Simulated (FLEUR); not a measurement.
C:

```
C
1.0
     0.00000    1.78337    1.78337
     1.78337    0.00000    1.78337
     1.78337    1.78337    0.00000
C
2
Direct
  0.75000 0.75000 0.75000
  0.50000 0.50000 0.50000
```

This isn't the form of C at room conditions, which is graphite.

Base run:

```yaml
Program: FLEUR MaX-R8.1 (later development tree)
Functional: LDA (Wigner correlation)
Potentials_or_basis: all-electron
Basis: FLAPW
Kmax: 5.19 1/bohr
k_mesh: 13 × 13 × 13
Occupations: fermi-dirac, width 0.05 eV
Spin: no spin polarisation
```

Its results: band gap on the k mesh 4.04 eV, indirect (least direct gap 5.52 eV).

**Question.** The run is repeated on the same cell with these changes: functional from LDA (Wigner correlation) to LDA. What comes out?

**Answer.** Band gap on the k mesh 4.11 eV, indirect (least direct gap 5.55 eV).
